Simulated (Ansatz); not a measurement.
# TiAl (Pm-3m) in Ansatz: notebook

Runs on TiAl. Level: PBEsol. Tasks: relaxation of cell and atoms.

Program: Ansatz 0.2.0. These are calculated values, not measurements. Logs are shortened: lines on timing, memory, paths and dates and some standing lists are left out, and cuts for length are marked.

### Step 1. The crystal as given

Symmetry: Pm-3m, No. 221, cubic system. Conventional cell: a = 3.179 Å, b = 3.179 Å, c = 3.179 Å, α = 90.00°, β = 90.00°, γ = 90.00°. Ti (site symmetry m-3m) has 8 Al at 2.75 Å as nearest neighbours. Around Al (site symmetry m-3m) lie 8 Ti at 2.75 Å.

The cell comes from a database or a generator and needn't be the stable form of this composition.

### Step 2. Relaxation of cell and atoms, PBEsol, target pressure 20 GPa, at which the enthalpy is minimised

Contents of input.yaml:

```yaml
crystal:
  lattice:
    - [3.179064, 0.0, 0.0]
    - [0.0, 3.179064, 0.0]
    - [0.0, 0.0, 3.179064]
  atoms:
    - { symbol: Ti, position: [0.0, 0.0, 0.0] }
    - { symbol: Al, position: [0.5, 0.5, 0.5] }
hamiltonian:
  xc: pbesol
  pseudopotentials: { kind: paw }
kpoints:
  mp_grid: { grid: [8, 8, 8] }
scf:
  occupations: { method: fermi_dirac, width: 0.05 }
output:
  forces: true
  stress: true
  eigenvalues: true
  write_density: true
  write_potential: true
  elf: true
  volumetric_format: npy
relax:
  f_tol: 0.01
  max_steps: 40
  cell: { stress_tol: 0.05, p_target: 20.0 }
```

Potentials or basis: Ansatz PAW.

On the command line:

```bash
> ansatz run input.yaml --threads 2 --pin off --max-ram 5632MiB --backend cpu --events-out ev --progress --plain --runs-dir out
```

What it wrote:

```text
Warning: RAYON_NUM_THREADS=2 ignored (pool sized by the plan → 2); use --threads N
Engine: ansatz 0.2.0, x86_64-unknown-linux-gnu
Pseudopotentials: kind: paw
Pseudopotential: Ti, paw, valence charge 12, recommended cutoff 420 eV (normal), Ti.paw.azcp
Pseudopotential: Al, paw, valence charge 3, recommended cutoff 420 eV (normal), Al.paw.azcp
Functional definition: PBEsol
  exchange = pbesol_x
  correlation = pbesol_c
Crystal: 2 atoms, lattice volume = 32.129 Å³
Basis set: ecut = 420 eV, 619 PW (Γ), exchange–correlation on 48×48×48 points (8 copies of the dense FFT grid, shifted against one another)
Bands: 12, of which v1, the nominal top of the filled ones, is band 8 counted from 1 (7 counted from 0)
Symmetry: 48 space group operations
Space group: Pm-3m (ITA 221), of the structure as read, at distance tolerance 3.2e-5 Å
k-points: 35 of 512
Non-local potential: Ti, projectors of the file, l = 0: 3, l = 1: 2, l = 2: 3, l = 3: 1
Non-local potential: Al, projectors of the file, l = 0: 2, l = 1: 2, l = 2: 1
PAW form: soft (Blöchl's): semilocal exchange-correlation on the pseudo side does not see the compensation charge
PAW frozen core: Ti, regenerated for the run's functional, and the local potential with it (the file was generated under x = pbe(κ = 0.804, μ = 0.2195149727645171), c = pbe(β = 0.06672455060314922))
PAW frozen core: Al, regenerated for the run's functional, and the local potential with it (the file was generated under x = pbe(κ = 0.804, μ = 0.2195149727645171), c = pbe(β = 0.06672455060314922))
PAW one-centre angular grid: Ti, 590 points (default); XC on 64 Gauss nodes
PAW one-centre angular grid: Al, 110 points (default); XC on 64 Gauss nodes
Initial density: superposition of atomic densities (neutral atoms: chi_scale 0, normalization atom), corrected by the library's trained network
Initial wavefunctions: pseudopotential atomic-orbital guess
Functional: x = pbesol(κ = 0.804, μ = 0.12345679012345678), c = pbesol(β = 0.046)
SCF iter   1: F=—  HF=-2998.988910 eV  |F-HF|=—  |Δ(HF+E_count)|=         —  Δρ=4.97e-3  dr2=1.18e-2  ethr=1.77e-3  ⟨swp⟩=5.0  Hψ=2147  notcnv=0
preconditioner: auto → none  [metal: Δε(μ)=0.040 eV  Ē_g=5.305 eV  σ=0.050 eV  W_gap=0.19  n_scr=6 (ndim 8)  ℏωp=17.3 eV  f_vac=0.000  D(μ)=2.95/eV (n_scr^D=32)  sad-step TF]
SCF iter   2: F=—  HF=-2998.987252 eV  |F-HF|=—  |Δ(HF+E_count)|=   1.66e-3  Δρ=3.52e-3  dr2=7.18e-3  ethr=7.88e-5  ⟨swp⟩=1.0  Hψ=700  notcnv=0
SCF iter   3: F=—  HF=-2998.985338 eV  |F-HF|=—  |Δ(HF+E_count)|=   1.91e-3  Δρ=5.23e-4  dr2=3.84e-5  ethr=4.79e-5  ⟨swp⟩=2.1  Hψ=636  notcnv=0
SCF iter   4: F=—  HF=-2998.985338 eV  |F-HF|=—  |Δ(HF+E_count)|=   2.62e-7  Δρ=9.82e-5  dr2=1.83e-6  ethr=2.56e-7  ⟨swp⟩=2.9  Hψ=710  notcnv=0
iter 5 did not close the SCF: its close was put off for the readings that it lacked (scf_convergence_deferred on its scf_iter line)
SCF iter   5: F=-2998.985338 eV  HF=-2998.985338 eV  |F-HF|=1.34e-8  |Δ(HF+E_count)|=   4.75e-7  Δρ=9.32e-6  dr2=2.40e-8  ethr=1.22e-8  ⟨swp⟩=2.8  Hψ=661  notcnv=0
SCF iter   6: F=-2998.985338 eV  HF=-2998.985338 eV  |F-HF|=9.09e-13  |Δ(HF+E_count)|=  3.23e-10  Δρ=5.69e-7  dr2=5.33e-11  ethr=1.60e-10  ⟨swp⟩=4.4  Hψ=1862  notcnv=0
SCF 1 converged in 6 iterations: F = -2998.985338 eV  dr2 = 5.33e-11
[... 51 lines left out ...]
SCF iter   4: F=—  HF=-2998.774294 eV  |F-HF|=—  |Δ(HF+E_count)|=   1.81e-9  Δρ=9.60e-7  dr2=8.67e-11  ethr=1.32e-11  ⟨swp⟩=2.6  Hψ=679  notcnv=0
iter 5 did not close the SCF: its close was put off for the readings that it lacked (scf_convergence_deferred on its scf_iter line)
SCF iter   5: F=-2998.774294 eV  HF=-2998.774294 eV  |F-HF|=1.36e-12  |Δ(HF+E_count)|=  4.55e-11  Δρ=1.90e-8  dr2=6.42e-14  ethr=1.00e-12  ⟨swp⟩=1.3  Hψ=453  notcnv=0
SCF iter   6: F=-2998.774294 eV  HF=-2998.774294 eV  |F-HF|=9.09e-13  |Δ(HF+E_count)|=  4.55e-13  Δρ=3.62e-9  dr2=1.82e-15  ethr=1.00e-12  ⟨swp⟩=2.9  Hψ=1325  notcnv=0
SCF 5 converged in 6 iterations: F = -2998.774294 eV  dr2 = 1.82e-15
relax step   5: F+E_penalty+E_count = -2998.77429421 eV  Δ(F+E_penalty+E_count) = +5.763e-4 eV  max|allowed force component| = 1.561e-31 eV/Å  Δτ_max = 0.0000 Å  P = +19.986 GPa  Ω = 27.609 Å³  stress off target by 1.37e-2 GPa  SCF on the basis re-selected at this cell (its energy is not comparable with the rows above)  (6 SCF iters)
basis re-selected at this cell: Δ(F+E_penalty+E_count) = +5.763e-4 eV, ΔP = -0.014 GPa vs the last step (what re-selecting the basis moved, of the pressure what is left beyond the Pulay correction that the steps carried, after the strain that the cell walked since its last selection, with what the two solves' SCF thresholds leave and, on support functions, any second-order correction that the steps lacked; it is no measure of the basis error at this ecutwfc). This SCF's stress stands 1.37e-2 GPa from its target on what of the cell is left free (relax.cell.stress_tol is 5.00e-2 GPa) and its largest allowed force component is 1.56e-31 eV/Å (relax.f_tol is 1.00e-2 eV/Å): within both
SCF converged after 6 iterations
Free energy (F): -2998.774294 eV
Harris-Foulkes:  -2998.774294 eV  (|F-HF|=9.09e-13)
Internal energy: -2998.756118 eV  (E = F + TS)
E sigma→0 (E₀):  -2998.765206 eV
Entropy (-TS):   -0.018176 eV (-9.088 meV/atom)
Fermi energy:    13.487021 eV
--- Per-component energies (eV) ---
  E_band       = -129.895051
  E_kinetic    = 303.275806
  E_local      = -944.298023  (includes V_loc(G=0)·N_el)
  E_nonlocal   = 21.582131
  E_hartree    = 410.218087
  E_xc         = -139.166200
  E_vxc        = -154.642476  (∫ρ·V_xc dr)
  E_paw        = -1478.863760  (= ΣΔE_a)
  E_vpaw       = -176.248766  (= ΣTr[D̂ρ^β])
  E_aug_tail   = 0.000104  (compensation charges beyond the density's cutoff)
  E_ewald      = -1171.662785
  E_core_change = 0.158523  (= ΣΔE_core)
  E_smearing   = -0.018176  (= −TS)
  E_closure    = -0.000000  (closes the sum)
  Σ components = -2998.774294   (vs F -2998.774294, Δ=0.00e0)
--- Forces (eV/Å), atoms counted from 1 ---
  atom   1  Ti    -0.00000000    -0.00000000     0.00000000
  atom   2  Al     0.00000000    -0.00000000     0.00000000
  max |Σ_I F_I| component: 1.31e-31 eV/Å
--- Stress (GPa, compression-positive) ---
       19.986303      -0.000000       0.000000
       -0.000000      19.986303       0.000000
        0.000000       0.000000      19.986303
  P = ⅓ Tr σ = 19.9863 GPa (199.863 kbar)
--- Band table (eV; the first three rows and the last of 35) ---
  k-point 0: bands = ["-42.8231", "-19.1219", "-19.1219", "-19.1219", "3.5769", "11.6563", "11.6563", "15.6537", "15.6537", "15.6537", "18.7046", "18.7046"]
  k-point 1: bands = ["-42.8187", "-19.1673", "-19.1180", "-19.1180", "3.8607", "11.5432", "11.7900", "15.1968", "15.1968", "15.6915", "17.8143", "19.3457"]
  k-point 2: bands = ["-42.8080", "-19.2756", "-19.1084", "-19.1084", "4.6809", "10.8585", "12.1454", "14.4305", "14.4305", "15.7845", "16.9260", "20.6910"]
  k-point 34: bands = ["-42.7363", "-19.3390", "-19.3390", "-19.3390", "9.8989", "9.8989", "9.8989", "15.0853", "16.8830", "16.8830", "16.8830", "16.9509"]
--- Relaxed structure (4 steps of the walk, 4 accepted, 1 SCFs on fresh bases) ---
  F+E_penalty+E_count = -2998.77429421 eV   max|allowed force component| = 1.561e-31 eV/Å   (the final SCF, on the basis selected at the relaxed cell)
  cell:  # Å, volume = 27.6086 Å³
    - [3.0223741588829007, 1.0111132208032988e-33, 5.296307347064899e-34]
    - [1.0432120532097526e-33, 3.0223741588829007, -8.024708101613482e-36]
    - [5.296307347064899e-34, -8.024708101613482e-36, 3.022374158882901]
  atoms:
    - { symbol: Ti, position: [-3.029083315698012e-35, -2.524236096414955e-36, 8.967888108255579e-51] }
    - { symbol: Al, position: [0.5, 0.5, 0.49999999999999994] }
```

Wall time 1.6 s (2 threads of Intel Xeon 6975P-C (Granite Rapids), shared host); peak memory 0.35 GiB.

What came out:

- Free energy: -2998.7743 eV
- Relaxed volume: 13.80 Å³/atom
- Relaxed cell: a = 3.022 Å, b = 3.022 Å, c = 3.022 Å, α = 90.00°, β = 90.00°, γ = 90.00°
- Space group after relaxing (to 0.05 Å): Pm-3m (No. 221)
- Energy change on relaxing (the enthalpy is what falls): +105.5 meV/atom
- Ionic steps: 5
- Pressure after relaxing: 20.0 GPa
- Band gap on the k mesh: none (metal or under the smearing width)

Step by step:
```tsv
step	energy change (eV)	largest force (eV/Å)	volume (Å³)
1	0.0000	0.0000	32.13
2	0.2047	0.0000	27.66
3	0.2117	0.0000	27.60
4	0.2105	0.0000	27.61
5	0.2110	0.0000	27.61
```

Final structure:
```yaml
crystal:
  lattice:
    - [3.02237, 0.00000, 0.00000]
    - [0.00000, 3.02237, 0.00000]
    - [0.00000, 0.00000, 3.02237]
  atoms:
    - { symbol: Ti, position: [0.00000, 0.00000, 0.00000] }
    - { symbol: Al, position: [0.50000, 0.50000, 0.50000] }
```

Caveat: the plane-wave basis is chosen anew once the cell has moved, so the energies of steps on either side of that aren't comparable; the PAW data sets come from PBE, with cores solved anew for the run's functional, which leaves a small shift of forces and pressure.

### Step 3. Relaxation of cell and atoms, PBEsol, target pressure 30 GPa, at which the enthalpy is minimised

input.yaml: that of step 2 with these lines changed.

```diff
@@ -19,6 +19,2 @@
   eigenvalues: true
-  write_density: true
-  write_potential: true
-  elf: true
-  volumetric_format: npy
 relax:
@@ -26,2 +22,2 @@
   max_steps: 40
-  cell: { stress_tol: 0.05, p_target: 20.0 }
+  cell: { stress_tol: 0.05, p_target: 30.0 }
```

Potentials or basis: Ansatz PAW.

On the command line:

```bash
> ansatz run input.yaml --threads 2 --pin off --max-ram 5632MiB --backend cpu --events-out ev --progress --plain --runs-dir out
```

Wall time 1.9 s (2 threads of Intel Xeon 6975P-C (Granite Rapids), shared host); peak memory 0.34 GiB.

It converged, with:

```
Free energy                                            : -2998.5734 eV
Relaxed volume                                         : 13.16 Å³/atom
Relaxed cell                                           : a = 2.974 Å, b = 2.974 Å, c = 2.974 Å, α = 90.00°, β = 90.00°, γ = 90.00°
Space group after relaxing (to 0.05 Å)                 : Pm-3m (No. 221)
Energy change on relaxing (the enthalpy is what falls) : +206.0 meV/atom
Ionic steps                                            : 6
Pressure after relaxing                                : 30.0 GPa
Band gap on the k mesh                                 : none (metal or under the smearing width)
```

Step by step:
| step | energy change (eV) | largest force (eV/Å) | volume (Å³) |
| --- | --- | --- | --- |
| 1 | 0.0000 | 0.0000 | 32.13 |
| 2 | 0.2047 | 0.0000 | 27.66 |
| 3 | 0.4787 | 0.0000 | 25.97 |
| 4 | 0.4075 | 0.0000 | 26.33 |
| 5 | 0.4112 | 0.0000 | 26.31 |
| 6 | 0.4119 | 0.0000 | 26.31 |

Final structure:
```xyz
2
Lattice="2.9743 0.0000 0.0000 0.0000 2.9743 0.0000 0.0000 0.0000 2.9743" Properties=species:S:1:pos:R:3 pbc="T T T"
Ti    0.0000    0.0000    0.0000
Al    1.4871    1.4871    1.4871
```

Levels at points of the mesh, in eV from the Fermi level:
| k point | band 3 | band 4 | band 5 | band 6 | band 7 | band 8 | band 9 | band 10 | band 11 | band 12 |
| --- | --- | --- | --- | --- | --- | --- | --- | --- | --- | --- |
| (0.00, 0.00, 0.00) | -32.50 | -32.50 | -10.11 | -1.98 | -1.98 | 2.29 | 2.29 | 2.29 | 5.51 | 5.51 |
| (0.00, 0.00, -0.50) | -32.47 | -32.47 | -6.20 | -5.74 | -0.80 | 0.19 | 0.19 | 2.58 | 3.97 | 6.69 |
| (0.00, -0.50, -0.50) | -32.80 | -32.44 | -5.61 | -2.05 | -2.05 | -1.73 | 0.79 | 0.79 | 3.59 | 6.13 |
| (-0.50, -0.50, -0.50) | -32.76 | -32.76 | -3.76 | -3.76 | -3.76 | 1.93 | 3.59 | 3.59 | 3.59 | 3.68 |

Caveat: the volume moved by over 15 % at a fixed basis, so the end points are rough; the plane-wave basis is chosen anew once the cell has moved, so the energies of steps on either side of that aren't comparable; the PAW data sets come from PBE, with cores solved anew for the run's functional, which leaves a small shift of forces and pressure.
